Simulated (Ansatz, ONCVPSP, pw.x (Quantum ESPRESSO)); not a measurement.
**pw.x on bcc Ni: one setting changed**

Potential: optimised norm-conserving Vanderbilt (ONCV), ONCVPSP 4.0.1.1 (patched build), PBE; core [Ar], reference 3d8 4s2; waves: 4s: rc 2.40 bohr, ncon 3, nbas 6, qcut 2.9 1/bohr, 2 projectors, debl 3.8 Ha; p scattering state at 0.03 Ha: rc 1.95 bohr, ncon 4, nbas 9, qcut 4 1/bohr, 2 projectors, debl 2.4 Ha; 3d: rc 1.70 bohr, ncon 4, nbas 8, qcut 9.9 1/bohr, 1 projector; local part: polynomial inside 1.60 bohr (lpopt 5, dvloc0 1 Ha); core correction: Teter function, fcfact 2.75, rcfact 1.1.

The reference run (k-mesh 16³, cutoffs 100/400 Ry, Fermi–Dirac 0.01 Ry, mixing_beta 0.4, conv_thr 1e-9, no spin) gives 2.24 GPa at 10.983 Å³/atom, where all-electron LAPW gives -0.48 GPa. This run, with its own iteration cap, changes smearing to gauss.

```
&control
  calculation='scf', prefix='x', pseudo_dir='./', outdir='./tmp', tstress=.true., disk_io='none'
/
&system
  ibrav=0, nat=1, ntyp=1, ecutwfc=100, ecutrho=400, nbnd=12,
  occupations='smearing', smearing='gauss', degauss=0.01
/
&electrons
  conv_thr=1e-09, mixing_beta=0.4, electron_maxstep=50
/
ATOMIC_SPECIES
Ni 1.0 Ni.UPF
CELL_PARAMETERS angstrom
  -1.40029756 1.40029756 1.40029756
  1.40029756 -1.40029756 1.40029756
  1.40029756 1.40029756 -1.40029756
ATOMIC_POSITIONS crystal
Ni 0.0000 0.0000 0.0000
K_POINTS automatic
16 16 16 0 0 0
```

```bash
pw.x < Ni.scf.in > Ni.scf.out
```

How does the run end?

It converges in 10 iterations; the free energy moves by +53.3 meV/atom and the pressure by -1.00 GPa. Gaussian smearing of the same width is narrower in effect than Fermi–Dirac, so its quadratic term in F is smaller.

```
Message from routine setup:
     using ibrav=0 with symmetry is DISCOURAGED, use correct ibrav instead
     lattice parameter (alat)  =       4.5833  a.u.
     unit-cell volume          =      74.1170 (a.u.)^3
     number of electrons       =        10.00
     number of Kohn-Sham states=           12
     kinetic-energy cutoff     =     100.0000  Ry
     charge density cutoff     =     400.0000  Ry
     scf convergence threshold =      1.0E-09
     Exchange-correlation= PBE
     number of k points=   145  Gaussian smearing, width (Ry)=  0.0100
     iteration #  1     ecut=   100.00 Ry     beta= 0.40
     total energy              =     -75.98724510 Ry
     estimated scf accuracy    <       0.00902904 Ry
     iteration #  2     ecut=   100.00 Ry     beta= 0.40
     total energy              =     -75.98918393 Ry
     estimated scf accuracy    <       0.00198620 Ry
     iteration #  3     ecut=   100.00 Ry     beta= 0.40
     total energy              =     -75.98944584 Ry
     estimated scf accuracy    <       0.00040859 Ry
     iteration #  4     ecut=   100.00 Ry     beta= 0.40
     total energy              =     -75.98944988 Ry
     estimated scf accuracy    <       0.00000035 Ry
     iteration #  5     ecut=   100.00 Ry     beta= 0.40
     total energy              =     -75.98944994 Ry
     estimated scf accuracy    <       0.00000036 Ry
     iteration #  6     ecut=   100.00 Ry     beta= 0.40
     total energy              =     -75.98944966 Ry
     estimated scf accuracy    <       0.00000055 Ry
     iteration #  7     ecut=   100.00 Ry     beta= 0.40
     total energy              =     -75.98944985 Ry
     estimated scf accuracy    <       0.00000033 Ry
     iteration #  8     ecut=   100.00 Ry     beta= 0.40
     total energy              =     -75.98944980 Ry
     estimated scf accuracy    <       0.00000013 Ry
     iteration #  9     ecut=   100.00 Ry     beta= 0.40
     total energy              =     -75.98944983 Ry
     estimated scf accuracy    <          8.8E-09 Ry
     iteration # 10     ecut=   100.00 Ry     beta= 0.40
     the Fermi energy is    13.9440 ev
!    total energy              =     -75.98944983 Ry
     estimated scf accuracy    <          4.3E-10 Ry
     smearing contrib. (-TS)   =      -0.00148739 Ry
     The total energy is F=E-TS. E is the sum of the following terms:
     one-electron contribution =      -5.11669692 Ry
     hartree contribution      =      15.60768262 Ry
     xc contribution           =     -17.71501319 Ry
     ewald contribution        =     -68.76393495 Ry
     convergence has been achieved in  10 iterations
          total   stress  (Ry/bohr**3)                   (kbar)     P=       12.42
     Message from routine punch:
     Nothing written, as per user request (disk_io='none')
```

The run took about 26 s on one core of a shared host (Neoverse-V2, 96 threads, 742 GiB, load 59).
